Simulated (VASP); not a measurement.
# KCl (Sylvite) (Fm-3m) in VASP: further runs, part 2 of 2

VASP 6.6.1. The steps go on from the part before.

## 4. EvGW0 quasiparticle levels, PBE

Input file POSCAR:

```
KCl
1.0
    0.0000000000      3.1464700000      3.1464700000
    3.1464700000      0.0000000000      3.1464700000
    3.1464700000      3.1464700000      0.0000000000
K Cl
1 1
Direct
    0.0000000000      0.0000000000      0.0000000000
    0.5000000000      0.5000000000      0.5000000000
```

Input file INCAR.step1:

```
SYSTEM = KCl
PREC     = Accurate       ! precision mode
ENCUT    = 500            ! plane-wave cutoff, eV
EDIFF    = 1E-8           ! SCF threshold, eV
ISMEAR   = 0              ! smearing method
SIGMA    = 0.01           ! smearing width, eV
LREAL    = .False.        ! projectors in reciprocal space
LASPH    = .True.         ! aspherical terms in the spheres
NELM     = 100            ! most SCF steps
ALGO     = Normal         ! electronic algorithm
LWAVE    = .True.         ! write WAVECAR
LCHARG   = .False.        ! write CHGCAR
GGA      = PE             ! functional
KPAR     = 4
```

Input file INCAR.step2:

```
SYSTEM = KCl
PREC     = Accurate       ! precision mode
ENCUT    = 500            ! plane-wave cutoff, eV
EDIFF    = 1E-8           ! SCF threshold, eV
ISMEAR   = 0              ! smearing method
SIGMA    = 0.01           ! smearing width, eV
LREAL    = .False.        ! projectors in reciprocal space
LASPH    = .True.         ! aspherical terms in the spheres
NELM     = 1              ! most SCF steps
ALGO     = Exact          ! electronic algorithm
LWAVE    = .True.         ! write WAVECAR
LCHARG   = .False.        ! write CHGCAR
GGA      = PE             ! functional
NBANDS   = 267            ! bands
LOPTICS  = .True.         ! frequency-dependent dielectric function
ISTART   = 1            
KPAR     = 4
```

Input file INCAR.step3:

```
SYSTEM = KCl
PREC     = Accurate       ! precision mode
ENCUT    = 500            ! plane-wave cutoff, eV
EDIFF    = 1E-8           ! SCF threshold, eV
ISMEAR   = 0              ! smearing method
SIGMA    = 0.01           ! smearing width, eV
LREAL    = .False.        ! projectors in reciprocal space
LASPH    = .True.         ! aspherical terms in the spheres
ALGO     = EVGW0          ! electronic algorithm
LWAVE    = .False.        ! write WAVECAR
LCHARG   = .False.        ! write CHGCAR
GGA      = PE             ! functional
NELMGW   = 4            
NBANDS   = 267            ! bands
ENCUTGW  = 150            ! cutoff of the response function
NOMEGA   = 50             ! frequency points
PRECFOCK = Fast         
ISTART   = 1            
NBANDSGW = 16           
KPAR     = 4
```

Input file KPOINTS:

```
regular mesh
0
Gamma
  4 4 4
  0 0 0
```

Potentials or basis: VASP PAW PBE potentials, release 64 (K_sv_GW, Cl_GW).

The run is started by

```console
$ cat potpaw_PBE.64/K_sv_GW/POTCAR potpaw_PBE.64/Cl_GW/POTCAR > POTCAR
$ cp INCAR.step1 INCAR
$ mpirun -np 4 vasp_std > vasp.out
$ cp INCAR.step2 INCAR
$ mpirun -np 4 vasp_std > vasp.out
$ cp INCAR.step3 INCAR
$ mpirun -np 4 vasp_std > vasp.out
```

OUTCAR:

```text
SYSTEM = KCl
   PREC = Accurate
   ENCUT = 500
   EDIFF = 1E-8
   ISMEAR = 0
   LREAL = .False.
   LASPH = .True.
   GGA = PE
   NELMGW = 4
   ENCUTGW = 150
   PRECFOCK = Fast
   ISTART = 1

 ion  position               nearest neighbor table
   1  0.000  0.000  0.000-
   2  0.500  0.500  0.500-

  LATTYP: Found a face centered cubic cell.
 ALAT       =     6.2929400000

  Lattice vectors:

 A1 = (   0.0000000000,   3.1464700000,   3.1464700000)
 A2 = (   3.1464700000,   0.0000000000,   3.1464700000)
 A3 = (   3.1464700000,   3.1464700000,   0.0000000000)

Analysis of symmetry for initial positions (statically):
=====================================================================
 Subroutine PRICEL returns:
 Original cell was already a primitive cell.

 Routine SETGRP: Setting up the symmetry group for a
 face centered cubic supercell.

 Subroutine GETGRP returns: Found 48 space group operations
 (whereof 48 operations were pure point group operations)
 out of a pool of 48 trial point group operations.

The static configuration has the point symmetry O_h .

Analysis of symmetry for dynamics (positions and initial velocities):
=====================================================================
 Subroutine PRICEL returns:
 Original cell was already a primitive cell.

 Routine SETGRP: Setting up the symmetry group for a
 face centered cubic supercell.

 Subroutine GETGRP returns: Found 48 space group operations
 (whereof 48 operations were pure point group operations)
 out of a pool of 48 trial point group operations.

[... 77 lines left out ...]
   ISPIN  =      1    spin polarized calculation?
   LNONCOLLINEAR =      F non collinear calculations
   LSORBIT =      F    spin-orbit coupling
   LASPH  =      T    aspherical Exc in radial PAW
   ENCUT  =  500.0 eV  36.75 Ry    6.06 a.u.   8.11  8.11  8.11*2*pi/ulx,y,z
   NELM   =     60;   NELMIN=  2; NELMDL=  0     # of ELM steps
   EDIFF  = 0.1E-07   stopping-criterion for ELM
   LREAL  =      F    real-space projection
   EDIFFG = 0.1E-06   stopping-criterion for IOM
   NSW    =      0    number of steps for IOM
   IBRION =     -1    ionic relax: 0-MD 1-quasi-New 2-CG
   NFREE  =      0    steps in history (QN), initial steepest desc. (CG)
   ISIF   =      0    stress and relaxation
   ISYM   =      3    0-nonsym 1-usesym 2-fastsym
   POTIM  = 0.5000    time-step for ionic-motion
   TEBEG  =    0.0;   TEEND  =   0.0 temperature during run
   PSTRESS=    0.0 pullay stress
   NELECT =      16.0000    total number of electrons
   NUPDOWN=      -1.0000    fix difference up-down
   EMIN   =  10.00;   EMAX   =-10.00  energy-range for DOS
   EFERMI =   0.00;   METHOD = LEGACY
   ISMEAR =     0;   SIGMA  =   0.01  broadening in eV -4-tet -1-fermi 0-gaus
   EFERMI_NEDOS =   21; number of points for ismear=-14 and -15
   IALGO  =     38    algorithm
   IMIX   =      4    mixing-type and parameters
     AMIX     =   0.40;   BMIX     =  1.00
     AMIX_MAG =   1.60;   BMIX_MAG =  1.00
  volume/ion in A,a.u.               =      31.15       210.22
  Fermi-wavevector in a.u.,A,eV,Ry     =   1.040594  1.966437 14.732871  1.082835
  Thomas-Fermi vector in A             =   2.175177
   LORBIT       =      0    0 simple, 1 ext, 2 COOP (PROOUT), +10 PAW based schemes
   GGA     = PE    functional components
   LHFCALC =     T    Hartree Fock is set to
   PRECFOCK=fast      Normal, Fast or Accurate (Low or Medium for compatibility)
   ENCUT4O =  -1.0   cutoff for four orbital integrals eV
   NKREDX  =     1    reduce k-point grid by
   NKREDY  =     1    reduce k-point grid by
   NKREDZ  =     1    reduce k-point grid by
   AEXX    =    1.0000 exact exchange contribution
   HFSCREEN=    0.0000 screening length (either q_TF or 0.3 A-1)
   HFSCREENC=   0.0000 screening length for correlation (either q_TF or 0.3 A-1)
   ENCUTFOCK=  -1.0 apply spherical cutoff to Coloumb kernel
   IVDW    =     0    specifies the selected vdW correction
   LEPSILON=     F    determine dielectric tensor
   LRPA    =     F    only Hartree local field effects (RPA)
   LRPAFORCE           =     F    calculate RPA forces
   ENCUTGW             = 150.0    cutoff for response function in eV
   ENCUTGWSOFT         = 120.0    soft cutoff for Coulomb kernel in GW response function in eV
   ENCUTLF             =  -1.0    cutoff for local field effects
   NELMGW              =     4    number of iterations in solving QP/BSE equation
   NELMHF              =     1    number of iterations in the inner HF iteration
   NKREDLFX            =     1    NKREDLFY  =   1   NKREDLFZ  =   1
 non-spin polarized calculation
 Gauss-broadening in eV      SIGMA  =   0.01
  energy-cutoff  :      500.00
  volume of cell :       62.30
 maximum number of plane-waves:      1604
  NGX = 18; NGY = 18; NGZ = 18
   NGX = 17   NGY = 17   NGZ = 17
 maximum number of plane-waves:       268
 NGX is ok and might be reduce to    18

 QP shifts <psi_nk| G(iteration)W_0 |psi_nk>: iteration 1
 for sc-GW calculations column KS-energies equals QP-energies in previous step
 and V_xc(KS)=  KS-energies - (<T + V_ion + V_H > + <T+V_H+V_ion>^1  + <V_x>^1)

 k-point   1 :       0.0000    0.0000    0.0000
  band No.  KS-energies  QP-energies   sigma(KS)   V_xc(KS)     V^pw_x(r,r')   Z            occupation Imag(sigma)

      1     -27.8316     -29.8152     -21.6508     -18.5124     -30.7364       0.6321       2.0000       0.6955
      2     -12.7593     -14.4449     -17.4663     -15.1911     -24.3590       0.7408       2.0000       1.3222
      3     -11.2923     -14.5564     -21.8511     -17.8348     -24.6919       0.8127       2.0000       0.1171
      4     -11.2923     -14.5564     -21.8511     -17.8348     -24.6919       0.8127       2.0000       0.1171
      5     -11.2923     -14.5564     -21.8511     -17.8348     -24.6919       0.8127       2.0000       0.1171
      6      -0.6401      -2.7388     -16.8351     -14.1909     -18.6366       0.7937       2.0000       0.0932
[... 621 lines left out ...]
      2     -15.1058     -15.1951     -17.8207       2.5979     -24.3899       0.7632       2.0000       1.1966
      3     -15.2584     -15.2479     -21.4721       6.2265     -24.5066       0.8177       2.0000       0.1330
      4     -15.2584     -15.2479     -21.4721       6.2265     -24.5066       0.8177       2.0000       0.1330
      5     -14.9077     -14.9109     -21.5141       6.6024     -24.7344       0.8141       2.0000       0.1836
      6      -3.7162      -3.7329     -16.0665      12.3293     -18.0393       0.7927       2.0000       0.0950
[... 8 lines left out ...]
     15      13.0953      13.0961      -7.9547      21.0510      -4.3504       0.8343       0.0000      -0.1200
     16      14.1721      14.1738      -8.2760      22.4502      -4.3976       0.8152       0.0000      -0.2029
```

OUTCAR.step2:

```text
SYSTEM = KCl
   PREC = Accurate
   ENCUT = 500
   EDIFF = 1E-8
[... 722 lines left out ...]
  --------------------------------------------------------------------------------------------------------------
     0.00000     2.56914     2.56914     2.56914    -0.00000     0.00000     0.00000
     2.07338     2.64587     2.64587     2.64587    -0.00000     0.00000     0.00000
     4.14676     2.98251     2.98251     2.98251    -0.00000     0.00000     0.00000
     6.22015     4.31412     4.31412     4.31412    -0.00000     0.00000     0.00000
     8.29353     3.03591     3.03591     3.03591    -0.00000    -0.00000     0.00000
    10.36691     0.94746     0.94746     0.94746    -0.00000     0.00000    -0.00000
[... 92 lines left out ...]
   203.19148     0.99171     0.99171     0.99171     0.00000     0.00000    -0.00000
   205.26486     0.99190     0.99190     0.99190     0.00000     0.00000    -0.00000
```

Wall time 4.2 min (4 MPI ranks of Intel Xeon 6975P-C (Granite Rapids), shared host); peak memory 0.71 GiB.

Results:

* Band gap on the k mesh, mean-field level: 5.19 eV, direct
* Quasiparticle gap: 8.50 eV
* Least direct quasiparticle gap: 8.50 eV

Levels at points of the mesh, in eV from the valence-band top:
```csv
k point,band 6,band 7,band 8,band 9,band 10,band 11
"(0.00, 0.00, 0.00)",0.00,0.00,0.00,5.19,8.36,8.36
"(0.50, 0.00, 0.00)",-1.05,-0.32,-0.32,7.57,8.60,10.50
"(0.50, 0.50, 0.00)",-0.66,-0.22,-0.22,6.53,8.34,10.06
```

Quasiparticle gap after each update of the energies (eV): 7.99, 8.42, 8.49, 8.50

Caveat: the k mesh is coarse (spacing up to 0.43 Å⁻¹), so the values aren't converged; bands, screening cutoff and mesh are small and nothing is extrapolated, so the quasiparticle values aren't converged.

## 5. Overview

| task | level | potentials or basis | cutoff (eV) | smearing | grid for exact exchange (PRECFOCK) | exchange at q = 0 | share of exact exchange | ladder | GW scheme | gap on the mesh (eV) | pressure (GPa) |
| --- | --- | --- | --- | --- | --- | --- | --- | --- | --- | --- | --- |
| electric field gradients | PBE-EpsX | VASP PAW PBE potentials, release 64 (K_sv, Cl) | 520 | fermi-dirac 0.02 eV | Fast | truncated | 0.43 | - | - | 8.74 | 0.2 |
| band structure | B3LYP | VASP PAW PBE potentials, release 64 (K_sv, Cl) | 520 | fermi-dirac 0.05 eV | Fast | truncated | - | - | - | 6.79 | 1.0 |
| evGW0 quasiparticle levels | PBE | VASP PAW PBE potentials, release 64 (K_sv_GW, Cl_GW) | 500 | gaussian 0.01 eV | - | - | - | gaps | evGW0 | - | - |

Alike in all rows: no spin polarisation; cell as given; k mesh 4 × 4 × 4; the mesh is coarse, so values aren't converged.

Caveats: all runs use coarse meshes; the PAW data sets were made with another functional, which shifts forces and pressure a little (some runs); bands, screening cutoff and mesh are small and nothing is extrapolated, so the quasiparticle values aren't converged (some runs).

Total energies depend on the potentials used, so only differences within one code and one set of settings carry meaning.
